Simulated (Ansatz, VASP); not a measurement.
# One calculation of AlN, two programs

File INCAR:

```
SYSTEM = AlN
PREC     = Accurate       ! precision mode
ENCUT    = 520            ! plane-wave cutoff, eV
EDIFF    = 1E-7           ! SCF threshold, eV
ISMEAR   = 0              ! smearing method
SIGMA    = 0.01           ! smearing width, eV
LREAL    = .FALSE.        ! projectors in reciprocal space
LASPH    = .TRUE.         ! aspherical terms in the spheres
NELM     = 100            ! most SCF steps
ALGO     = Normal         ! electronic algorithm
ISIF     = 2              ! what is computed and relaxed
LWAVE    = .FALSE.        ! write WAVECAR
LCHARG   = .FALSE.        ! write CHGCAR
GGA      = PE             ! functional
NBANDS   = 11             ! bands
```

KPOINTS

```
regular mesh
0
G
  6 6 6
  0 0 0
```

POSCAR

```
AlN
1.0
    2.7845870000      0.0000000000      0.0000000000
    1.3922935000      2.4115230810      0.0000000000
    1.3922935000      0.8038410270      2.2736057648
Al N
1 1
Direct
    0.0000000000      0.0000000000      0.0000000000
    0.5000000000      0.5000000000      0.5000000000
```

Input for Ansatz:

```yaml
crystal:
  lattice:
    a: 2.784587
    b: 2.784587
    c: 2.784587
    alpha: 60.0
    beta: 60.0
    gamma: 60.0
  atoms:
    - { symbol: Al, position: [0.0, 0.0, 0.0] }
    - { symbol: "N", position: [0.5, 0.5, 0.5] }
basis:
  ecutwfc: 571.4391111657479
kpoints:
  mp_grid:
    grid: [6, 6, 6]
hamiltonian:
  xc: pbe
scf:
  occupations:
    method: fixed
output:
  eigenvalues: true
```

Measurements of this composition are mostly on another form, of space group No. 186.

Alike in both runs: task single point; functional PBE; k mesh 6 × 6 × 6; no spin polarisation.

```csv
,VASP,Ansatz
version,VASP 6.6.1,Ansatz 0.2.0
potentials or method,"VASP PAW PBE potentials, release 64 (Al, N)","plane waves, PAW"
plane-wave cutoff (eV),520,571
occupations,"gaussian, width 0.01 eV",fixed
valence electrons in the cell,8,8
```

```tsv
	VASP	Ansatz	Ansatz less VASP
gap on the k mesh at the Fermi level (eV)	5.15	5.14	-0.014
```

Caveats: the k mesh is coarse (spacing up to 0.46 Å⁻¹), so the values aren't converged. A k mesh can miss the band edges. A hybrid or GW would open this gap; PBE tends to underestimate it.
